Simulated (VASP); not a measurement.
# NaCl (Fm-3m) in VASP: notebook, part 2 of 3

VASP 6.6.1.

## Step 4: G0W0 quasiparticle levels, PBE

Input file POSCAR:

```
NaCl
1.0
    0.0000000000      2.7940632177      2.7940632177
    2.7940632177      0.0000000000      2.7940632177
    2.7940632177      2.7940632177      0.0000000000
Cl Na
1 1
Direct
    0.5000000000      0.5000000000      0.5000000000
    0.0000000000      0.0000000000      0.0000000000
```

Input file INCAR.step1:

```
PREC     = Accurate       # precision mode
ENCUT    = 500            # plane-wave cutoff, eV
EDIFF    = 1E-8           # SCF threshold, eV
ISMEAR   = 0              # smearing method
SIGMA    = 0.01           # smearing width, eV
LREAL    = F              # projectors in reciprocal space
LASPH    = T              # aspherical terms in the spheres
NELM     = 80             # most SCF steps
ALGO     = Normal         # electronic algorithm
LWAVE    = T              # write WAVECAR
LCHARG   = F              # write CHGCAR
GGA      = PE             # functional
```

Input file INCAR.step2:

```
PREC     = Accurate       # precision mode
ENCUT    = 500            # plane-wave cutoff, eV
EDIFF    = 1E-8           # SCF threshold, eV
ISMEAR   = 0              # smearing method
SIGMA    = 0.01           # smearing width, eV
LREAL    = F              # projectors in reciprocal space
LASPH    = T              # aspherical terms in the spheres
NELM     = 1              # most SCF steps
ALGO     = Exact          # electronic algorithm
LWAVE    = T              # write WAVECAR
LCHARG   = F              # write CHGCAR
GGA      = PE             # functional
NBANDS   = 107            # bands
LOPTICS  = T              # frequency-dependent dielectric function
ISTART   = 1
```

Input file INCAR.step3:

```
PREC     = Accurate       # precision mode
ENCUT    = 500            # plane-wave cutoff, eV
EDIFF    = 1E-8           # SCF threshold, eV
ISMEAR   = 0              # smearing method
SIGMA    = 0.01           # smearing width, eV
LREAL    = F              # projectors in reciprocal space
LASPH    = T              # aspherical terms in the spheres
ALGO     = EVGW0          # electronic algorithm
LWAVE    = F              # write WAVECAR
LCHARG   = F              # write CHGCAR
GGA      = PE             # functional
NELMGW   = 1            
NBANDS   = 107            # bands
ENCUTGW  = 100            # cutoff of the response function
NOMEGA   = 48             # frequency points
PRECFOCK = Fast         
ISTART   = 1            
NBANDSGW = 16
```

Input file KPOINTS:

```
regular mesh
0
Gamma
  4 4 4
```

Potentials or basis: VASP PAW PBE potentials, release 64 (Cl_GW, Na_sv_GW).

Started as:

```console
> cat potpaw_PBE.64/Cl_GW/POTCAR potpaw_PBE.64/Na_sv_GW/POTCAR > POTCAR
> cp INCAR.step1 INCAR
> mpirun -np 1 vasp_std > vasp.out
> cp INCAR.step2 INCAR
> mpirun -np 1 vasp_std > vasp.out
> cp INCAR.step3 INCAR
> mpirun -np 1 vasp_std > vasp.out
```

OUTCAR:

```text
PREC = Accurate
   ENCUT = 500
   EDIFF = 1E-8
   ISMEAR = 0
   LREAL = F
   LASPH = T
   GGA = PE
   NELMGW = 1
   ENCUTGW = 100
   PRECFOCK = Fast
   ISTART = 1

 ion  position               nearest neighbor table
   1  0.500  0.500  0.500-
   2  0.000  0.000  0.000-

  LATTYP: Found a face centered cubic cell.
 ALAT       =     5.5881264354

  Lattice vectors:

 A1 = (   0.0000000000,   2.7940632177,   2.7940632177)
 A2 = (   2.7940632177,   0.0000000000,   2.7940632177)
 A3 = (   2.7940632177,   2.7940632177,   0.0000000000)

Analysis of symmetry for initial positions (statically):
=====================================================================
 Subroutine PRICEL returns:
 Original cell was already a primitive cell.

 Routine SETGRP: Setting up the symmetry group for a
 face centered cubic supercell.

 Subroutine GETGRP returns: Found 48 space group operations
 (whereof 48 operations were pure point group operations)
 out of a pool of 48 trial point group operations.

The static configuration has the point symmetry O_h .

Analysis of symmetry for dynamics (positions and initial velocities):
=====================================================================
 Subroutine PRICEL returns:
 Original cell was already a primitive cell.

 Routine SETGRP: Setting up the symmetry group for a
 face centered cubic supercell.

 Subroutine GETGRP returns: Found 48 space group operations
 (whereof 48 operations were pure point group operations)
 out of a pool of 48 trial point group operations.

The dynamic configuration has the point symmetry O_h .

 Subroutine INISYM returns: Found 48 space group operations
 (whereof 48 operations are pure point group operations),
 and found     1 'primitive' translations
[... 76 lines left out ...]
   ENCUT  =  500.0 eV  36.75 Ry    6.06 a.u.   7.20  7.20  7.20*2*pi/ulx,y,z
   NELM   =     60;   NELMIN=  2; NELMDL=  0     # of ELM steps
   EDIFF  = 0.1E-07   stopping-criterion for ELM
   LREAL  =      F    real-space projection
   EDIFFG = 0.1E-06   stopping-criterion for IOM
   NSW    =      0    number of steps for IOM
   IBRION =     -1    ionic relax: 0-MD 1-quasi-New 2-CG
   NFREE  =      0    steps in history (QN), initial steepest desc. (CG)
   ISIF   =      0    stress and relaxation
   ISYM   =      3    0-nonsym 1-usesym 2-fastsym
   POTIM  = 0.5000    time-step for ionic-motion
   TEBEG  =    0.0;   TEEND  =   0.0 temperature during run
   PSTRESS=    0.0 pullay stress
   NELECT =      16.0000    total number of electrons
   NUPDOWN=      -1.0000    fix difference up-down
   EMIN   =  10.00;   EMAX   =-10.00  energy-range for DOS
   EFERMI =   0.00;   METHOD = LEGACY
   ISMEAR =     0;   SIGMA  =   0.01  broadening in eV -4-tet -1-fermi 0-gaus
   EFERMI_NEDOS =   21; number of points for ismear=-14 and -15
   IALGO  =     38    algorithm
   IMIX   =      4    mixing-type and parameters
     AMIX     =   0.40;   BMIX     =  1.00
     AMIX_MAG =   1.60;   BMIX_MAG =  1.00
  volume/ion in A,a.u.               =      21.81       147.20
  Fermi-wavevector in a.u.,A,eV,Ry     =   1.171841  2.214458 18.683667  1.373211
  Thomas-Fermi vector in A             =   2.308278
   LORBIT       =      0    0 simple, 1 ext, 2 COOP (PROOUT), +10 PAW based schemes
   GGA     = PE    functional components
   LHFCALC =     T    Hartree Fock is set to
   PRECFOCK=fast      Normal, Fast or Accurate (Low or Medium for compatibility)
   ENCUT4O =  -1.0   cutoff for four orbital integrals eV
   NKREDX  =     1    reduce k-point grid by
   NKREDY  =     1    reduce k-point grid by
   NKREDZ  =     1    reduce k-point grid by
   AEXX    =    1.0000 exact exchange contribution
   HFSCREEN=    0.0000 screening length (either q_TF or 0.3 A-1)
   HFSCREENC=   0.0000 screening length for correlation (either q_TF or 0.3 A-1)
   ENCUTFOCK=  -1.0 apply spherical cutoff to Coloumb kernel
   IVDW    =     0    specifies the selected vdW correction
   LEPSILON=     F    determine dielectric tensor
   LRPA    =     F    only Hartree local field effects (RPA)
   LRPAFORCE           =     F    calculate RPA forces
   ENCUTGW             = 100.0    cutoff for response function in eV
   ENCUTGWSOFT         =  80.0    soft cutoff for Coulomb kernel in GW response function in eV
   ENCUTLF             =  -1.0    cutoff for local field effects
   NELMGW              =     1    number of iterations in solving QP/BSE equation
   NELMHF              =     1    number of iterations in the inner HF iteration
   NKREDLFX            =     1    NKREDLFY  =   1   NKREDLFZ  =   1
 non-spin polarized calculation
 Gauss-broadening in eV      SIGMA  =   0.01
  energy-cutoff  :      500.00
  volume of cell :       43.63
 maximum number of plane-waves:      1124
 NGX is ok and might be reduce to    30
  NGX = 16; NGY = 16; NGZ = 16
   NGX = 15   NGY = 15   NGZ = 15
 maximum number of plane-waves:       113
 NGX is ok and might be reduce to    14

 QP shifts <psi_nk| G(iteration)W_0 |psi_nk>: iteration 1
 for sc-GW calculations column KS-energies equals QP-energies in previous step
 and V_xc(KS)=  KS-energies - (<T + V_ion + V_H > + <T+V_H+V_ion>^1  + <V_x>^1)

 k-point   1 :       0.0000    0.0000    0.0000
  band No.  KS-energies  QP-energies   sigma(KS)   V_xc(KS)     V^pw_x(r,r')   Z            occupation Imag(sigma)

      1     -49.6073     -59.8673     -42.3461     -29.2757     -49.1358       0.7850       2.0000       0.5105
      2     -21.5434     -27.8468     -35.9951     -28.3189     -41.3626       0.8211       2.0000       0.2501
      3     -21.5434     -27.8468     -35.9951     -28.3189     -41.3626       0.8211       2.0000       0.2501
      4     -21.5434     -27.8468     -35.9951     -28.3189     -41.3626       0.8211       2.0000       0.2501
      5     -13.4970     -14.8949     -16.9027     -14.9566     -24.2398       0.7183       2.0000       1.6929
      6      -0.7751      -2.5773     -16.8159     -14.5647     -18.9340       0.8005       2.0000       0.1875
[... 135 lines left out ...]
      2     -21.5596     -27.7757     -35.9386     -28.2662     -41.3016       0.8102       2.0000       0.2524
      3     -21.5596     -27.7757     -35.9386     -28.2662     -41.3016       0.8102       2.0000       0.2524
      4     -21.5554     -27.7660     -35.9401     -28.2758     -41.3115       0.8103       2.0000       0.2573
      5     -13.0662     -14.4054     -17.3277     -15.4828     -24.6036       0.7259       2.0000       1.5628
      6      -2.0154      -4.0533     -15.7225     -13.1573     -17.9662       0.7944       2.0000       0.2228
[... 8 lines left out ...]
     15      15.4970      17.2378      -8.1362     -10.2565      -4.0401       0.8210       0.0000      -0.3958
     16      15.9737      18.1086      -9.2733     -11.9090      -5.0856       0.8100       0.0000      -0.3982
```

OUTCAR.step1:

```text
PREC = Accurate
   ENCUT = 500
   EDIFF = 1E-8
   ISMEAR = 0
   LREAL = F
   LASPH = T
[... 322 lines left out ...]
 -----------------------------------------------------------------------------------
      2.79406      2.79406      2.79406         0.000000      0.000000     -0.000000
      0.00000      0.00000      0.00000        -0.000000      0.000000      0.000000
 -----------------------------------------------------------------------------------
    total drift:                               -0.000000      0.000000      0.000000

  FREE ENERGIE OF THE ION-ELECTRON SYSTEM (eV)
  ---------------------------------------------------
  free  energy   TOTEN  =        -8.8459009641 eV

  energy  without entropy=       -8.8459009641  energy(sigma->0) =       -8.84590096
```

OUTCAR.step2:

```text
PREC = Accurate
   ENCUT = 500
   EDIFF = 1E-8
   ISMEAR = 0
   LREAL = F
[... 722 lines left out ...]
     0.00000     2.80471     2.80471     2.80471    -0.00000    -0.00000     0.00000
     1.74706     2.87040     2.87040     2.87040    -0.00000    -0.00000     0.00000
     3.49411     3.12267     3.12267     3.12267    -0.00000    -0.00000     0.00000
     5.24117     3.55419     3.55419     3.55419    -0.00000    -0.00000     0.00000
     6.98823     2.43203     2.43203     2.43203    -0.00000    -0.00000    -0.00000
     8.73528     1.05040     1.05040     1.05040     0.00000     0.00000    -0.00000
[... 92 lines left out ...]
   171.21153     0.98493     0.98493     0.98493     0.00000     0.00000    -0.00000
   172.95859     0.98528     0.98528     0.98528     0.00000     0.00000    -0.00000
```

It took 56 s on 1 thread of Intel Xeon 6975P-C (Granite Rapids), shared host; peak memory 0.37 GiB.

Results:

```yaml
Band_gap_on_the_k_mesh_mean-field_level: 5.22 eV, direct
Quasiparticle_gap: 7.98 eV
Least_direct_quasiparticle_gap: 7.98 eV
```

Caveat: the k mesh is coarse (spacing up to 0.49 Å⁻¹), so the values aren't converged; bands, screening cutoff and mesh are small and nothing is extrapolated, so the quasiparticle values aren't converged.

(Part 2 of 3 ends here.)
